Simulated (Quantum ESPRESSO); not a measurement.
# SnTe (F-43m) in Quantum ESPRESSO: equation of state

Aim: energy against volume of SnTe in PBE, for its equilibrium volume and stiffness.

All numbers are computed with Quantum ESPRESSO 7.5; they aren't measurements. Logs are shortened: lines on timing, memory, paths and dates and some standing lists are left out, and cuts for length are marked.

## (1) The structure

It takes space group F-43m (No. 216, cubic). Conventional cell: a = 7.222 Å, b = 7.222 Å, c = 7.222 Å, α = 90.00°, β = 90.00°, γ = 90.00°. Te (site symmetry -43m) has 4 Sn at 3.13 Å as nearest neighbours. Sn (site symmetry -43m) has 4 Te at 3.13 Å as nearest neighbours.

Measurements of this composition are mostly on another form, of space group No. 225.

## (2) Single point, PBE, 44.27 Å³/atom

pw.in

```
&CONTROL
  calculation = 'scf'
  prefix = 'pwscf'
  outdir = './tmp'
  pseudo_dir = './pseudo'
  tprnfor = .true.
  tstress = .true.
  disk_io = 'nowf'
/
&SYSTEM
  ibrav = 0
  nat = 2
  ntyp = 2
  ecutwfc = 60
  ecutrho = 480
  nbnd = 16
  occupations = 'smearing'
  smearing = 'fd'
  degauss = 0.00367493
/
&ELECTRONS
  conv_thr = 4d-10
  electron_maxstep = 120
  mixing_beta = 0.5
/
ATOMIC_SPECIES
Te   127.6000 Te_pbe_v1.uspp.F.UPF
Sn   118.7100 Sn_pbe_v1.uspp.F.UPF
CELL_PARAMETERS angstrom
   0.0000000000    3.5374284581    3.5374284581
   3.5374284581    0.0000000000    3.5374284581
   3.5374284581    3.5374284581    0.0000000000
ATOMIC_POSITIONS crystal
Te     0.2500000000    0.2500000000    0.2500000000
Sn     0.0000000000    0.0000000000    0.0000000000
K_POINTS automatic
7 7 7 0 0 0
```

Potentials or basis: SSSP 1.3 efficiency PBE.

Launch:

```bash
$ OMP_NUM_THREADS=1 pw.x -in pw.in > pw.out
```

pw.out:

```text
This program is part of the open-source Quantum ESPRESSO suite
     for quantum simulation of materials; please cite
[... 9 lines left out ...]
     --------------------
     sticks:   dense  smooth     PW     G-vecs:    dense   smooth      PW
     Sum        2941    1483    433               106019    37461    5817

     Using Slab Decomposition

     bravais-lattice index     =            0
     lattice parameter (alat)  =       9.4537  a.u.
     unit-cell volume          =     597.4335 (a.u.)^3
     number of atoms/cell      =            2
     number of atomic types    =            2
     number of electrons       =        20.00
     number of Kohn-Sham states=           16
     kinetic-energy cutoff     =      60.0000  Ry
     charge density cutoff     =     480.0000  Ry
     scf convergence threshold =      4.0E-10
     mixing beta               =       0.5000
     number of iterations used =            8  plain     mixing
     Exchange-correlation= SLA  PW   PBE  PBE
                           (   1   4   3   4   0   0   0)

     celldm(1)=   9.453694  celldm(2)=   0.000000  celldm(3)=   0.000000
     celldm(4)=   0.000000  celldm(5)=   0.000000  celldm(6)=   0.000000

     crystal axes: (cart. coord. in units of alat)
               a(1) = (   0.000000   0.707107   0.707107 )
               a(2) = (   0.707107   0.000000   0.707107 )
               a(3) = (   0.707107   0.707107   0.000000 )

     reciprocal axes: (cart. coord. in units 2 pi/alat)
               b(1) = ( -0.707107  0.707107  0.707107 )
               b(2) = (  0.707107 -0.707107  0.707107 )
               b(3) = (  0.707107  0.707107 -0.707107 )

     PseudoPot. # 1 for Te read from file:
     Te_pbe_v1.uspp.F.UPF
     Pseudo is Ultrasoft + core correction, Zval =  6.0
     Generated by new atomic code, or converted to UPF format
     Using radial grid of  891 points,  5 beta functions with:
                l(1) =   0
                l(2) =   0
                l(3) =   1
                l(4) =   1
                l(5) =   2
     Q(r) pseudized with  6 coefficients,  rinner =    1.800   1.800   1.800
                                                       1.800   1.800

     PseudoPot. # 2 for Sn read from file:
     Sn_pbe_v1.uspp.F.UPF
     Pseudo is Ultrasoft + core correction, Zval = 14.0
     Generated by new atomic code, or converted to UPF format
     Using radial grid of  891 points,  6 beta functions with:
                l(1) =   0
                l(2) =   0
                l(3) =   1
                l(4) =   1
                l(5) =   2
                l(6) =   2
     Q(r) pseudized with  6 coefficients,  rinner =    1.200   1.200   1.200
                                                       1.200   1.200

     atomic species   valence    mass     pseudopotential
     Te                6.00   127.60000     Te( 1.00)
     Sn               14.00   118.71000     Sn( 1.00)

     24 Sym. Ops. (no inversion) found

   Cartesian axes

     site n.     atom                  positions (alat units)
         1        Te     tau(   1) = (   0.3535534   0.3535534   0.3535534  )
         2        Sn     tau(   2) = (   0.0000000   0.0000000   0.0000000  )

     number of k points=    20  Fermi-Dirac smearing, width (Ry)=  0.0037
                       cart. coord. in units 2pi/alat
        k(    1) = (   0.0000000   0.0000000   0.0000000), wk =   0.0058309
        k(    2) = (   0.1010153   0.1010153  -0.1010153), wk =   0.0466472
        k(    3) = (   0.2020305   0.2020305  -0.2020305), wk =   0.0466472
        k(    4) = (   0.3030458   0.3030458  -0.3030458), wk =   0.0466472
        k(    5) = (   0.2020305  -0.0000000   0.0000000), wk =   0.0349854
        k(    6) = (   0.3030458   0.1010153  -0.1010153), wk =   0.1399417
[... 12 lines left out ...]
        k(   19) = (  -0.1010153  -0.5050763   0.7071068), wk =   0.1399417
        k(   20) = (  -0.0000000  -0.4040610   0.6060915), wk =   0.1399417

     Dense  grid:   106019 G-vectors     FFT dimensions: (  72,  72,  72)

     Smooth grid:    37461 G-vectors     FFT dimensions: (  48,  48,  48)

     Initial potential from superposition of free atoms

     starting charge      18.9997, renormalised to      20.0000
     Starting wfcs are   13 randomized atomic wfcs +    3 random wfcs

     Self-consistent Calculation

     iteration #  1     ecut=    60.00 Ry     beta= 0.50
     Davidson diagonalization with overlap
     ethr =  1.00E-02,  avg # of iterations =  8.2

     total energy              =    -189.55181198 Ry
     estimated scf accuracy    <       0.68245263 Ry

     iteration #  2     ecut=    60.00 Ry     beta= 0.50
     Davidson diagonalization with overlap
     ethr =  3.41E-03,  avg # of iterations =  2.0

     total energy              =    -189.73255020 Ry
     estimated scf accuracy    <       0.05485529 Ry

     iteration #  3     ecut=    60.00 Ry     beta= 0.50
     Davidson diagonalization with overlap
     ethr =  2.74E-04,  avg # of iterations =  2.2

     total energy              =    -189.74405286 Ry
     estimated scf accuracy    <       0.00295092 Ry

     iteration #  4     ecut=    60.00 Ry     beta= 0.50
     Davidson diagonalization with overlap
     ethr =  1.48E-05,  avg # of iterations =  5.1

     total energy              =    -189.74440204 Ry
     estimated scf accuracy    <       0.00040301 Ry

     iteration #  5     ecut=    60.00 Ry     beta= 0.50
     Davidson diagonalization with overlap
     ethr =  2.02E-06,  avg # of iterations =  3.2

     total energy              =    -189.74444054 Ry
     estimated scf accuracy    <       0.00000678 Ry

     iteration #  6     ecut=    60.00 Ry     beta= 0.50
     Davidson diagonalization with overlap
     ethr =  3.39E-08,  avg # of iterations =  4.0

     total energy              =    -189.74444851 Ry
     estimated scf accuracy    <       0.00000086 Ry

     iteration #  7     ecut=    60.00 Ry     beta= 0.50
     Davidson diagonalization with overlap
     ethr =  4.29E-09,  avg # of iterations =  2.0

     total energy              =    -189.74444902 Ry
     estimated scf accuracy    <       0.00000003 Ry

     iteration #  8     ecut=    60.00 Ry     beta= 0.50
     Davidson diagonalization with overlap
     ethr =  1.73E-10,  avg # of iterations =  2.0

     total energy              =    -189.74444911 Ry
     estimated scf accuracy    <       0.00000002 Ry

     iteration #  9     ecut=    60.00 Ry     beta= 0.50
     Davidson diagonalization with overlap
     ethr =  1.15E-10,  avg # of iterations =  1.4

     End of self-consistent calculation

          k = 0.0000 0.0000 0.0000 (  4645 PWs)   bands (ev):

   -17.2092 -17.2092 -17.2092 -17.1970 -17.1970  -7.2453  -0.3852   2.5328
     2.5328   2.5328   5.5643   5.5643   5.5643   8.7770  11.0275  11.0275

          k = 0.1010 0.1010-0.1010 (  4705 PWs)   bands (ev):

   -17.2095 -17.2088 -17.2088 -17.1970 -17.1970  -7.1491  -0.8909   2.3973
     2.3973   2.6826   5.7682   5.7902   5.7902   9.4229  10.5688  10.5688

          k = 0.2020 0.2020-0.2020 (  4711 PWs)   bands (ev):

   -17.2102 -17.2081 -17.2081 -17.1969 -17.1969  -6.9042  -1.8073   2.1465
     2.1465   2.6593   6.1842   6.1842   6.7176  10.1498  10.5054  10.5054

          k = 0.3030 0.3030-0.3030 (  4687 PWs)   bands (ev):

   -17.2108 -17.2075 -17.2075 -17.1967 -17.1967  -6.6666  -2.4612   1.9802
     1.9802   2.5253   6.3812   6.3812   8.0010  10.2141  11.2956  11.2957

          k = 0.2020-0.0000 0.0000 (  4697 PWs)   bands (ev):

   -17.2101 -17.2085 -17.2085 -17.1972 -17.1968  -7.1163  -1.0170   2.1853
     2.1853   3.1326   5.2011   6.1496   6.1496   9.6160   9.8219  11.2436

          k = 0.3030 0.1010-0.1010 (  4694 PWs)   bands (ev):

   -17.2108 -17.2078 -17.2077 -17.1973 -17.1966  -6.9174  -1.7206   1.8229
     1.9195   3.4293   5.3306   6.6475   6.7695   9.5081  10.6033  11.2581

          k = 0.4041 0.2020-0.2020 (  4679 PWs)   bands (ev):

   -17.2111 -17.2073 -17.2071 -17.1971 -17.1965  -6.6646  -2.4059   1.4305
     1.7872   3.4242   5.9468   6.8433   7.4477  10.1798  10.8507  11.7627

          k =-0.2020-0.4041 0.4041 (  4677 PWs)   bands (ev):

   -17.2111 -17.2072 -17.2071 -17.1969 -17.1967  -6.5741  -2.6150   1.2464
     1.8478   3.3638   6.3175   6.7119   7.9011  10.2498  11.0929  11.1064

          k =-0.1010-0.3030 0.3030 (  4705 PWs)   bands (ev):

   -17.2107 -17.2077 -17.2074 -17.1970 -17.1967  -6.7470  -2.2027   1.3668
     2.0722   3.3333   6.2975   6.3693   7.1102  10.1094  10.5480  11.3021

          k =-0.0000-0.2020 0.2020 (  4707 PWs)   bands (ev):

   -17.2101 -17.2085 -17.2081 -17.1971 -17.1968  -7.0013  -1.4611   1.8090
     2.3330   3.1140   5.7951   5.9291   6.5419   9.9810  10.1990  10.6118

          k = 0.4041-0.0000 0.0000 (  4664 PWs)   bands (ev):

   -17.2120 -17.2069 -17.2069 -17.1976 -17.1963  -6.7790  -2.0755   1.6288
     1.6288   3.8092   4.8186   7.3736   7.3736   9.0202  11.4209  11.8827

          k = 0.5051 0.1010-0.1010 (  4695 PWs)   bands (ev):

   -17.2125 -17.2064 -17.2062 -17.1977 -17.1961  -6.5657  -2.5671   1.2371
     1.4793   3.9915   5.0868   7.6374   7.7772   9.7290  11.5074  12.2995

          k =-0.1010-0.5051 0.5051 (  4670 PWs)   bands (ev):

   -17.2121 -17.2065 -17.2062 -17.1974 -17.1963  -6.4436  -2.8079   0.8552
     1.5406   4.0270   6.0012   7.5980   7.6015   9.5351  11.2909  11.8015

          k = 0.0000-0.4041 0.4041 (  4694 PWs)   bands (ev):

   -17.2113 -17.2070 -17.2068 -17.1970 -17.1967  -6.5367  -2.6304   0.8539
     1.7848   3.8937   6.5751   7.0178   7.1565   9.7768  10.3115  12.0941

          k = 0.6061-0.0000 0.0000 (  4696 PWs)   bands (ev):

   -17.2135 -17.2056 -17.2056 -17.1980 -17.1958  -6.4318  -2.8352   1.2905
     1.2905   3.8952   4.6523   8.5365   8.5365   9.7324  11.6734  12.8480

          k =-0.0000-0.6061 0.6061 (  4678 PWs)   bands (ev):

   -17.2132 -17.2057 -17.2056 -17.1979 -17.1959  -6.3730  -2.9361   1.0220
     1.3145   4.0606   5.0252   8.3083   8.4419   9.8395  11.4523  12.0428

          k = 0.4041 0.2020 0.0000 (  4694 PWs)   bands (ev):

   -17.2114 -17.2072 -17.2069 -17.1974 -17.1964  -6.7071  -2.2630   1.2755
     1.7714   3.8663   5.4467   7.0137   7.2493   9.6774  11.1038  11.6750

          k =-0.2020-0.4041 0.6061 (  4688 PWs)   bands (ev):

   -17.2116 -17.2071 -17.2063 -17.1972 -17.1965  -6.5085  -2.6908   0.9569
     1.5742   4.0599   6.0474   7.0223   7.6678   9.8070  10.8902  12.0753

          k =-0.1010-0.5051 0.7071 (  4696 PWs)   bands (ev):

   -17.2127 -17.2064 -17.2056 -17.1977 -17.1961  -6.4175  -2.8474   1.0443
     1.2354   4.3361   5.2766   7.5180   8.2296  10.0057  11.0273  12.5159

          k =-0.0000-0.4041 0.6061 (  4675 PWs)   bands (ev):

   -17.2121 -17.2068 -17.2056 -17.1974 -17.1964  -6.3900  -2.8892   0.8376
     1.2749   4.4786   6.0700   7.0322   7.8374   9.6605  11.1667  12.1607

     the Fermi energy is     4.6070 ev

!    total energy              =    -189.74444915 Ry
     estimated scf accuracy    <          4.0E-10 Ry
     smearing contrib. (-TS)   =      -0.00023476 Ry
     internal energy E=F+TS    =    -189.74421438 Ry

     The total energy is F=E-TS. E is the sum of the following terms:
     one-electron contribution =     -95.38202772 Ry
     hartree contribution      =      57.19319296 Ry
     xc contribution           =     -61.91781019 Ry
     ewald contribution        =     -89.63756943 Ry

     convergence has been achieved in   9 iterations

     Forces acting on atoms (cartesian axes, Ry/au):

     atom    1 type  1   force =    -0.00000000   -0.00000000    0.00000000
     atom    2 type  2   force =     0.00000000    0.00000000   -0.00000000

     Total force =     0.000000     Total SCF correction =     0.000000

     Computing stress (Cartesian axis) and pressure

          total   stress  (Ry/bohr**3)                   (kbar)     P=       15.89
   0.00010803   0.00000000   0.00000000           15.89        0.00        0.00
   0.00000000   0.00010803  -0.00000000            0.00       15.89       -0.00
   0.00000000   0.00000000   0.00010803            0.00        0.00       15.89

=------------------------------------------------------------------------------=
   JOB DONE.
=------------------------------------------------------------------------------=
```

Wall time 19 s (1 thread of AMD EPYC 9R45 (Zen 5), shared host); peak memory 0.43 GiB.

Results:

```
Free energy            : -2581.6047 eV
Pressure               : 1.6 GPa
Band gap on the k mesh : 0.17 eV, indirect (least direct gap 0.76 eV)
```

Caveat: spin-orbit coupling is left out, which moves the levels of the heavy elements; an odd mesh through Γ misses points on the zone boundary, where band edges often lie.

## (3) Single point, PBE, 45.21 Å³/atom

Changes to pw.in since step 2:

```diff
@@ -29,5 +29,5 @@
 CELL_PARAMETERS angstrom
-   0.0000000000    3.5374284581    3.5374284581
-   3.5374284581    0.0000000000    3.5374284581
-   3.5374284581    3.5374284581    0.0000000000
+   0.0000000000    3.5623407469    3.5623407469
+   3.5623407469    0.0000000000    3.5623407469
+   3.5623407469    3.5623407469    0.0000000000
 ATOMIC_POSITIONS crystal
```

Potentials or basis: SSSP 1.3 efficiency PBE.

Launch:

```bash
$ OMP_NUM_THREADS=1 pw.x -in pw.in > pw.out
```

It took 21 s on 1 thread of AMD EPYC 9R45 (Zen 5), shared host; peak memory 0.45 GiB.

It converged, with:

- Free energy: -2581.6199 eV
- Pressure: 1.0 GPa
- Band gap on the k mesh: 0.23 eV, indirect (least direct gap 0.78 eV)

Caveat: spin-orbit coupling is left out, which moves the levels of the heavy elements; an odd mesh through Γ misses points on the zone boundary, where band edges often lie.

## (4) Single point, PBE, 46.15 Å³/atom

Changes to pw.in since step 3:

```diff
@@ -29,5 +29,5 @@
 CELL_PARAMETERS angstrom
-   0.0000000000    3.5623407469    3.5623407469
-   3.5623407469    0.0000000000    3.5623407469
-   3.5623407469    3.5623407469    0.0000000000
+   0.0000000000    3.5869093905    3.5869093905
+   3.5869093905    0.0000000000    3.5869093905
+   3.5869093905    3.5869093905    0.0000000000
 ATOMIC_POSITIONS crystal
```

Launch:

```bash
$ OMP_NUM_THREADS=1 pw.x -in pw.in > pw.out
```

Run time: 21 s. Hardware: 1 thread of AMD EPYC 9R45 (Zen 5), shared host; peak memory 0.45 GiB.

It converged, with:

| Item | Value |
| --- | --- |
| Free energy | -2581.6283 eV |
| Pressure | 0.4 GPa |
| Band gap on the k mesh | 0.28 eV, indirect (least direct gap 0.80 eV) |

Caveat: spin-orbit coupling is left out, which moves the levels of the heavy elements; an odd mesh through Γ misses points on the zone boundary, where band edges often lie.

## (5) Single point, PBE, 47.09 Å³/atom

Changes to pw.in since step 4:

```diff
@@ -29,5 +29,5 @@
 CELL_PARAMETERS angstrom
-   0.0000000000    3.5869093905    3.5869093905
-   3.5869093905    0.0000000000    3.5869093905
-   3.5869093905    3.5869093905    0.0000000000
+   0.0000000000    3.6111460000    3.6111460000
+   3.6111460000    0.0000000000    3.6111460000
+   3.6111460000    3.6111460000    0.0000000000
 ATOMIC_POSITIONS crystal
```

Launch:

```bash
$ OMP_NUM_THREADS=1 pw.x -in pw.in > pw.out
```

It took 21 s on 1 thread of AMD EPYC 9R45 (Zen 5), shared host; peak memory 0.46 GiB.

It converged, with:

| Quantity | Value |
| --- | --- |
| Free energy | -2581.6304 eV |
| Pressure | -0.1 GPa |
| Band gap on the k mesh | 0.33 eV, indirect (least direct gap 0.82 eV) |

Caveat: spin-orbit coupling is left out, which moves the levels of the heavy elements; an odd mesh through Γ misses points on the zone boundary, where band edges often lie.

[end of part 1 of 2]
